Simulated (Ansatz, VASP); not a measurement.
**KF (Carobbiite): VASP beside Ansatz**

Wanted: the spread between two codes on one cell, functional and k mesh.

Main program and level: Ansatz 0.2.0; plane waves, with VASP 6.6.1 beside it; relaxation of cell and atoms at r2SCAN.

## (1) Starting point

The structure is cubic, space group Fm-3m (No. 225). Conventional cell: a = 5.344 Å, b = 5.344 Å, c = 5.344 Å, α = 90.00°, β = 90.00°, γ = 90.00°. Nearest to K lie 6 F at 2.67 Å. F has 6 K at 2.67 Å nearest. Farther neighbours and most contacts between anions are not listed.

## (2) VASP: relaxation of cell and atoms, r2SCAN

The relaxed volume is the usual yardstick between codes: its relative difference is about their pressure difference at one cell divided by the bulk modulus.

Lines of VASP's logs that name or quote its potential files are left out, and so is its time.

Input file INCAR:

```
SYSTEM = KF
PREC = Accurate
ENCUT = 560
EDIFF = 1E-06
NELM = 100
ISMEAR = -1
SIGMA = 0.05
LREAL = .FALSE.
ALGO = Normal
METAGGA = R2SCAN
LASPH = .TRUE.
NBANDS = 14
LORBIT = 11
LWAVE = .FALSE.
LCHARG = .FALSE.
KPAR = 2
IBRION = 2
NSW = 60
ISIF = 3
EDIFFG = -0.01
```

Input file POSCAR:

```
KF
1.0
    0.0000000000      2.6718500000      2.6718500000
    2.6718500000      0.0000000000      2.6718500000
    2.6718500000      2.6718500000      0.0000000000
K F
1 1
Direct
    0.0000000000      0.0000000000      0.0000000000
    0.5000000000      0.5000000000      0.5000000000
```

Input file KPOINTS:

```
Automatic mesh
0
Gamma
7 7 7
0 0 0
```

Potentials, in the order of the species: K_sv and F (PBE family, release 64).

Started as:

```sh
mpirun -np 2 vasp_std
```

Numbers of over 12 decimals in the logs are rounded to 6 here.

The program printed:

```text
[banner, memory and clock lines left out]
running    2 mpi-ranks, on    1 nodes
 distrk:  each k-point on    1 cores,    2 groups
 distr:  one band on    1 cores,    1 groups

 POSCAR found type information on POSCAR K F
 POSCAR found :  2 types and       2 ions
|                                                                             |
|               ----> ADVICE to this user running VASP <----                  |
|                                                                             |
|     You enforced a specific xc type in the INCAR file but a different       |
|     [... a line on the potential file left out ...]
|     I HOPE YOU KNOW WHAT YOU ARE DOING!                                     |
|                                                                             |

 LDA part: xc-table for (None), standard interpolation
 POSCAR, INCAR and KPOINTS ok, starting setup
 FFT: planning ... GRIDC
 FFT: planning ... GRID_SOFT
 FFT: planning ... GRID
 WAVECAR not read
 entering main loop
       N       E                     dE             d eps       ncg     rms          rms(c)
DAV:   1     0.106138429235E+03    0.10614E+03   -0.88116E+03   560   0.120E+03
DAV:   2    -0.160730037275E+02   -0.12221E+03   -0.11307E+03   748   0.314E+02
DAV:   3    -0.207242740700E+02   -0.46513E+01   -0.46219E+01   706   0.550E+01
DAV:   4    -0.208801740963E+02   -0.15590E+00   -0.15583E+00   780   0.890E+00
DAV:   5    -0.208826461486E+02   -0.24721E-02   -0.24719E-02   708   0.101E+00    0.591E+00
DAV:   6    -0.149778806239E+02    0.59048E+01   -0.20852E+00   802   0.159E+01    0.211E+00
DAV:   7    -0.149620488698E+02    0.15832E-01   -0.45037E-01   638   0.549E+00    0.200E+00
DAV:   8    -0.150071671319E+02   -0.45118E-01   -0.30760E-01   590   0.481E+00    0.125E+00
DAV:   9    -0.149746974172E+02    0.32470E-01   -0.84005E-02   692   0.218E+00    0.312E-01
DAV:  10    -0.149747439925E+02   -0.46575E-04   -0.17971E-02   584   0.101E+00    0.252E-01
DAV:  11    -0.149739966130E+02    0.74738E-03   -0.44453E-03   590   0.547E-01    0.524E-02
DAV:  12    -0.149739609730E+02    0.35640E-04   -0.15112E-04   650   0.998E-02    0.767E-03
DAV:  13    -0.149739591048E+02    0.18682E-05   -0.54876E-06   732   0.191E-02    0.875E-04
DAV:  14    -0.149739589912E+02    0.11365E-06   -0.87801E-08   364   0.292E-03
   1 F= -.14973959E+02 E0= -.14973959E+02  d E =-.149740E+02
 curvature:   0.00 expect dE= 0.000E+00 dE for cont linesearch  0.000E+00
 trial: gam= 0.00000 g(F)=  0.841E-60 g(S)=  0.958E-03 ort = 0.000E+00 (trialstep = 0.100E+01)
 search vector abs. value=  0.958E-03
 bond charge predicted
       N       E                     dE             d eps       ncg     rms          rms(c)
DAV:   1    -0.149846154236E+02   -0.10656E-01   -0.20519E-01   560   0.481E+00    0.749E-01
DAV:   2    -0.149757923029E+02    0.88231E-02   -0.29594E-02   686   0.159E+00    0.196E-01
DAV:   3    -0.149748009554E+02    0.99135E-03   -0.13601E-03   866   0.373E-01    0.889E-02
DAV:   4    -0.149746298841E+02    0.17107E-03   -0.58329E-04   940   0.207E-01    0.570E-02
DAV:   5    -0.149746682894E+02   -0.38405E-04   -0.43743E-05   906   0.425E-02    0.803E-03
DAV:   6    -0.149746705498E+02   -0.22604E-05   -0.56796E-06   698   0.222E-02    0.344E-03
DAV:   7    -0.149746721154E+02   -0.15656E-05   -0.65917E-07   490   0.708E-03    0.460E-04
DAV:   8    -0.149746722040E+02   -0.88519E-07   -0.15790E-07   292   0.272E-03
   2 F= -.14974672E+02 E0= -.14974672E+02  d E =-.713213E-03
 trial-energy change:   -0.000713  1 .order   -0.000693   -0.000958   -0.000428
 step:   1.5936(harm=  1.8094)  dis= 0.00000  next Energy=   -14.974804 (dE=-0.845E-03)
 bond charge predicted
       N       E                     dE             d eps       ncg     rms          rms(c)
DAV:   1    -0.149783287426E+02   -0.36566E-02   -0.72390E-02   560   0.286E+00    0.444E-01
DAV:   2    -0.149752190975E+02    0.31096E-02   -0.10403E-02   686   0.942E-01    0.116E-01
DAV:   3    -0.149748662659E+02    0.35283E-03   -0.48070E-04   866   0.222E-01    0.530E-02
DAV:   4    -0.149748079076E+02    0.58358E-04   -0.20397E-04   934   0.123E-01    0.342E-02
DAV:   5    -0.149748254934E+02   -0.17586E-04   -0.15134E-05   900   0.248E-02    0.471E-03
DAV:   6    -0.149748270410E+02   -0.15475E-05   -0.18597E-06   606   0.127E-02    0.192E-03
DAV:   7    -0.149748278963E+02   -0.85530E-06   -0.23798E-07   346   0.430E-03
   3 F= -.14974828E+02 E0= -.14974828E+02  d E =-.868905E-03
 curvature:  -0.84 expect dE=-0.744E-05 dE for cont linesearch -0.744E-05
 trial: gam=-0.08688 g(F)=  0.966E-60 g(S)=  0.885E-05 ort = 0.921E-04 (trialstep = 0.112E+01)
 search vector abs. value=  0.818E-07
 reached required accuracy - stopping structural energy minimisation
```

From OUTCAR (step 2):

```text
ion  position               nearest neighbor table
   1  0.000  0.000  0.000-   2 2.67   2 2.67   2 2.67   2 2.67   2 2.67   2 2.67
   2  0.500  0.500  0.500-   1 2.67   1 2.67   1 2.67   1 2.67   1 2.67   1 2.67

  LATTYP: Found a face centered cubic cell.
 ALAT       =     5.3437000000

 Subroutine GETGRP returns: Found 48 space group operations
 (whereof 48 operations were pure point group operations)

The static configuration has the point symmetry O_h .

 Found     20 irreducible k-points:

   k-points           NKPTS =     20   k-points in BZ     NKDIM =     20   number of bands    NBANDS=     14

   dimension x,y,z NGX =    30 NGY =   30 NGZ =   30
   dimension x,y,z NGXF=    60 NGYF=   60 NGZF=   60

   ENCUT  =  560.0 eV  41.16 Ry    6.42 a.u.   7.29  7.29  7.29*2*pi/ulx,y,z

   NELECT =      16.0000    total number of electrons

 k-points in reciprocal lattice and weights: Automatic mesh
   0.00000000  0.00000000  0.00000000       0.003
   0.14285714  0.00000000  0.00000000       0.023
   0.28571429  0.00000000  0.00000000       0.023
   0.42857143  0.00000000  0.00000000       0.023
   0.14285714  0.14285714  0.00000000       0.017
   0.28571429  0.14285714  0.00000000       0.070
   0.42857143  0.14285714  0.00000000       0.070
  -0.42857143  0.14285714  0.00000000       0.070
  -0.28571429  0.14285714  0.00000000       0.070
[...]
-0.42857143  0.42857143  0.14285714       0.070
  -0.28571429  0.42857143  0.14285714       0.070

 average (electrostatic) potential at core
       1 -39.6815       2 -82.3246

 E-fermi :  -2.2046

 k-point     1 :       0.0000    0.0000    0.0000
  band No.  band energies     occupation
    ...
      4     -12.8773      2.00000
      5     -12.8773      2.00000
      6      -3.3164      2.00000
      7      -3.3164      2.00000
      8      -3.3164      2.00000
      9       3.5850      0.00000
     10       8.1739      0.00000
     11       8.1739      0.00000
     12       8.1739      0.00000
     13      10.0533      0.00000
    ...

 k-point     2 :       0.1429    0.0000    0.0000
  band No.  band energies     occupation
    ...
      4     -12.8842      2.00000
      5     -12.8842      2.00000
      6      -3.4884      2.00000
      7      -3.3839      2.00000
      8      -3.3839      2.00000
      9       4.1484      0.00000
     10       7.8042      0.00000
     11       8.4572      0.00000
     12       8.4572      0.00000
     13      10.2492      0.00000
    ...

 k-point     3 :       0.2857    0.0000    0.0000
  band No.  band energies     occupation
    ...
      4     -12.8994      2.00000
      5     -12.8994      2.00000
      6      -3.8253      2.00000
      7      -3.5315      2.00000
      8      -3.5315      2.00000
      9       5.4587      0.00000
     10       7.4314      0.00000
     11       9.1154      0.00000
     12       9.1154      0.00000
     13      10.8606      0.00000
    ...

  Total       -0.0110576     -0.0110576     -0.0110576      0.0000000     -0.0000000      0.0000000
  in kB       -0.4706307     -0.4706307     -0.4706307      0.0000000     -0.0000000      0.0000000
  external PRESSURE =      -0.4706307 kB  Pullay stress =       0.0000000 kB

  energy-cutoff  :      560.00
  volume of cell :       37.64
      direct lattice vectors                 reciprocal lattice vectors
     0.000000000  2.660034840  2.660034840    -0.187967463  0.187967463  0.187967463
     2.660034840  0.000000000  2.660034840     0.187967463 -0.187967463  0.187967463
     2.660034840  2.660034840  0.000000000     0.187967463  0.187967463 -0.187967463

 POSITION                                       TOTAL-FORCE (eV/Angst)
 -----------------------------------------------------------------------------------
      0.00000      0.00000      0.00000         0.000000      0.000000      0.000000
      2.66003      2.66003      2.66003        -0.000000     -0.000000     -0.000000
 -----------------------------------------------------------------------------------
    total drift:                                0.000000      0.000000      0.000000

  FREE ENERGIE OF THE ION-ELECTRON SYSTEM (eV)
  ---------------------------------------------------
  free  energy   TOTEN  =       -14.9748278963 eV

  energy  without entropy=      -14.9748278962  energy(sigma->0) =      -14.97482790

 reached required accuracy - stopping structural energy minimisation

 total charge
# of ion       s       p       d       tot
------------------------------------------
    1        1.960   5.690   0.030   7.680
    2        1.730   4.382   0.000   6.112
--------------------------------------------------
tot          3.690  10.072   0.030  13.792

[... 3 further parts left out ...]
```

## (3) Ansatz: relaxation of cell and atoms, r2SCAN

Ansatz runs on its default PAW (the set named soft_2) files.

The same cell, functional, mesh and smearing now go to Ansatz, which takes its cutoff from its data sets.

Input file input.yaml:

```yaml
crystal:
  lattice:
    - [0.0, 2.67185, 2.67185]
    - [2.67185, 0.0, 2.67185]
    - [2.67185, 2.67185, 0.0]
  atoms:
    - { symbol: K, position: [0.0, 0.0, 0.0] }
    - { symbol: F, position: [0.5, 0.5, 0.5] }
hamiltonian:
  xc: r2scan
  pseudopotentials: { kind: paw }
kpoints:
  mp_grid: { grid: [7, 7, 7] }
scf:
  occupations: { method: fermi_dirac, width: 0.05 }
relax:
  f_tol: 0.01
  max_steps: 60
  cell: { stress_tol: 0.05 }
output:
  forces: true
  stress: true
```

Started as:

```sh
ansatz run input.yaml --threads 4 --pin off --max-ram 9216MiB --backend cpu --events-out ev --progress --plain --runs-dir out
```

The program printed:

```text
Engine: ansatz 0.2.0, aarch64-unknown-linux-gnu
Pseudopotentials: kind: paw
Pseudopotential: K, paw, valence charge 9, recommended cutoff 500 eV (meta_gga), K.paw.azcp
Pseudopotential: F, paw, valence charge 7, recommended cutoff 500 eV (meta_gga), F.paw.azcp
Functional definition: r2SCAN
  parameter k0 = 0.174
  parameter k1 = 0.065
  parameter a1 = 4.9479
  exchange = r2scan_x(k0 = k0, k1 = k1, a1 = a1)
  correlation = r2scan_c
Crystal: 2 atoms, lattice volume = 38.148 Å³
Basis set: ecut = 500 eV, 941 PW (Γ), exchange–correlation on 120×120×120 points (64 copies of the dense FFT grid, shifted against one another)
Bands: 12, of which v1, the nominal top of the filled ones, is band 8 counted from 1 (7 counted from 0)
Symmetry: 48 space group operations
Space group: Fm-3m (ITA 225), of the structure as read, at distance tolerance 3.4e-5 Å
k-points: 20 of 343
Non-local potential: K, projectors of the file, l = 0: 3, l = 1: 2, l = 2: 2
Non-local potential: F, projectors of the file, l = 0: 2, l = 1: 2, l = 2: 1
PAW form: soft (Blöchl's): semilocal exchange-correlation on the pseudo side does not see the compensation charge
PAW frozen core: K, regenerated for the run's functional (the file was generated under x = pbe(κ = 0.804, μ = 0.219515), c = pbe(β = 0.066725))
PAW frozen core: F, regenerated for the run's functional (the file was generated under x = pbe(κ = 0.804, μ = 0.219515), c = pbe(β = 0.066725))
PAW one-centre angular grid: K, 302 points (default); XC on 160 Gauss nodes
PAW one-centre angular grid: F, 302 points (default); XC on 160 Gauss nodes
Initial density: superposition of atomic densities (neutral atoms: chi_scale 0, normalization atom), corrected by the library's trained network
Initial wavefunctions: pseudopotential atomic-orbital guess
Functional: x = r2scan, c = r2scan; τ floored in thin density (d = 2e-4 eV/Å³)
SCF iter   1: F=—  HF=-2355.151328 eV  |F-HF|=—  |Δ(HF+E_count)|=         —  Δρ=7.38e-3  dr2=1.93e-2  dr2_τ=2.71e-2  ethr=1.77e-3  ⟨swp⟩=6.0  Hψ=1572  notcnv=0
preconditioner: auto → none  [insulator: Δε(μ)=7.145 eV  Ē_g=18.787 eV  σ=0.050 eV  W_gap=1.00  n_scr=14 (ndim 8)  ℏωp=22.5 eV  f_vac=0.133  D(μ)=0.00/eV (n_scr^D=0)  ε∞_Penn≈2.4]
SCF iter   2: F=—  HF=-2355.191772 eV  |F-HF|=—  |Δ(HF+E_count)|=   4.04e-2  Δρ=5.27e-3  dr2=3.82e-3  dr2_τ=8.70e-4  ethr=1.21e-4  ⟨swp⟩=2.6  Hψ=636  notcnv=0
SCF iter   3: F=—  HF=-2355.190880 eV  |F-HF|=—  |Δ(HF+E_count)|=   8.92e-4  Δρ=1.50e-3  dr2=3.17e-4  dr2_τ=5.91e-5  ethr=2.39e-5  ⟨swp⟩=2.0  Hψ=420  notcnv=0
SCF iter   4: F=—  HF=-2355.190850 eV  |F-HF|=—  |Δ(HF+E_count)|=   3.00e-5  Δρ=2.21e-4  dr2=4.27e-6  dr2_τ=1.85e-6  ethr=1.98e-6  ⟨swp⟩=2.0  Hψ=339  notcnv=0
SCF iter   5: F=—  HF=-2355.190853 eV  |F-HF|=—  |Δ(HF+E_count)|=   3.29e-6  Δρ=3.40e-5  dr2=1.92e-7  dr2_τ=5.19e-8  ethr=2.67e-8  ⟨swp⟩=2.1  Hψ=389  notcnv=0
SCF iter   6: F=-2355.190853 eV  HF=-2355.190853 eV  |F-HF|=5.62e-9  |Δ(HF+E_count)|=   1.79e-7  Δρ=5.24e-6  dr2=4.71e-9  dr2_τ=1.18e-9  ethr=6.25e-10  ⟨swp⟩=4.0  Hψ=740  notcnv=0
SCF 1 converged in 6 iterations: F = -2355.190853 eV  dr2 = 4.71e-9
  greatest PAW one-centre occupation: 0.989 electrons in one spin orbital (limit 2), on the K atom at site 0 (counted from 0), in its partial waves of l = 0
relax step   1: F+E_penalty+E_count = -2355.19085341 eV  Δ(F+E_penalty+E_count) = +0.000e0 eV  max|allowed force component| = 1.417e-29 eV/Å  Δτ_max = 0.0000 Å  P = -0.489 GPa  Ω = 38.148 Å³  (6 SCF iters, dr2 threshold 1.00e-7 eV, accepted)
[...]
relax step   2: F+E_penalty+E_count = -2355.19188255 eV  Δ(F+E_penalty+E_count) = -1.029e-3 eV  max|allowed force component| = 1.302e-29 eV/Å  Δτ_max = 0.0000 Å  P = +0.008 GPa  Ω = 37.591 Å³  energy of the carried Pulay correction = +1.802e-4 eV  (5 SCF iters, dr2 threshold 2.00e-7 eV, accepted)
[...]
relax step   3: F+E_penalty+E_count = -2355.19165788 eV  Δ(F+E_penalty+E_count) = +2.247e-4 eV  max|allowed force component| = 1.624e-29 eV/Å  Δτ_max = 0.0000 Å  P = +0.013 GPa  Ω = 37.591 Å³  stress off target by 1.32e-2 GPa  SCF on the basis re-selected at this cell (its energy is not comparable with the rows above)  (5 SCF iters)
basis re-selected at this cell: Δ(F+E_penalty+E_count) = +2.247e-4 eV, ΔP = +0.005 GPa vs the last step (what re-selecting the basis moved, of the pressure what is left beyond the Pulay correction that the steps carried, after the strain that the cell walked since its last selection, with what the two solves' SCF thresholds leave and, on support functions, any second-order correction that the steps lacked; it is no m [...]
SCF converged after 5 iterations
Free energy (F): -2355.191658 eV
Harris-Foulkes:  -2355.191658 eV  (|F-HF|=5.00e-12)
Internal energy: -2355.191658 eV  (E = F + TS)
E sigma→0 (E₀):  -2355.191658 eV
Fermi energy:    4.572344 eV
--- Per-component energies (eV) ---
  E_band       = -136.907253
  E_kinetic    = 463.807724
  E_local      = -1104.681195  (includes V_loc(G=0)·N_el)
  E_nonlocal   = 85.247541
  E_hartree    = 398.873820
  E_xc         = -214.609900
  E_vxc        = -304.753530  (∫ρ·V_xc dr)
  E_paw        = -990.687903  (= ΣΔE_a)
  E_vpaw       = -94.248554  (= ΣTr[D̂ρ^β])
  E_aug_tail   = 0.001028  (compensation charges beyond the density's cutoff)
  E_vtau       = 19.972056  (kinetic-family band-sum trace: ∫τ·v_τ [+ j·A + Jᵃ·Aᵃ] dr)
  E_ewald      = -992.915196
  E_core_change = -0.227577  (= ΣΔE_core)
  E_smearing   = -0.000000  (= −TS)
  E_closure    = 0.000000  (closes the sum)
  Σ components = -2355.191658   (vs F -2355.191658, Δ=0.00e0)
--- Forces (eV/Å), atoms counted from 1 ---
  atom   1  K     -0.00000000    -0.00000000    -0.00000000
  atom   2  F      0.00000000     0.00000000    -0.00000000
  max |Σ_I F_I| component: 3.06e-29 eV/Å
--- Stress (GPa, compression-positive) ---
        0.013175      -0.000000      -0.000000
       -0.000000       0.013175      -0.000000
       -0.000000      -0.000000       0.013175
  P = ⅓ Tr σ = 0.0132 GPa (0.132 kbar)
--- Relaxed structure (2 steps of the walk, 2 accepted, 1 SCFs on fresh bases) ---
  F+E_penalty+E_count = -2355.19165788 eV   max|allowed force component| = 1.624e-29 eV/Å   (the final SCF, on the basis selected at the relaxed cell)
  cell:  # Å, volume = 37.5909 Å³
    - [0, 2.658790, 2.658790]
    - [2.658790, 0, 2.658790]
    - [2.658790, 2.658790, 0]
  atoms:
    - { symbol: K, position: [0, 0, 0] }
    - { symbol: F, position: [0.5, 0.5, 0.5] }
```

Elapsed: 1.8 s, on 4 threads of Arm Neoverse V2, shared host; peak memory 0.4 GiB.

## (4) Comparison

Known differences besides the potentials themselves: VASP keeps PBE cores, Ansatz makes them for the functional; both relaxations stop at a tolerance, which leaves soft axes loose, and VASP keeps its plane-wave basis; the cutoff is 500 eV in Ansatz and 560 eV in VASP; Ansatz adds a Pulay correction to the stress that steers its cell, VASP none. Total energies have different zeros and are not compared.

Compared:

```tsv
quantity	Ansatz	VASP	difference
volume (Å³)	37.59	37.64	-0.14 %
edge a after relaxation, in the typed setting (Å)	3.760	3.762	-0.05 %
```

The walks stopped with 0.01 GPa left in Ansatz and -0.05 GPa in VASP; each walk ends within a tolerance, so the volume difference is uncertain by about these residues over the bulk modulus, most in soft cells.

## (5) Results

```yaml
difference_in_volume_relaxation_of_cell_and_atoms_r2scan: -0.14 %
```

What this shows: The difference in volume is -0.14 % (relaxation of cell and atoms, r2SCAN), within the 1.2 % picked in this series as the mark of a large difference, as far as the stopping tolerances let one tell. Such differences can come from data sets, numerical settings and the points named under the comparisons, not from the functional's error against experiment.

[Lines on the potential files, build, host, timing and source positions are cut from VASP's logs without a mark.]

[Logs are printed without paths, hosts, clocks, repeated set-up lines and the standing remarks that a program may print on its own settings, such as how far it seeks lower states.]

[Hosts, paths, dates, database ids (printed as entryN), source tags and the programs' standing remarks are cut or masked in the printed files.]
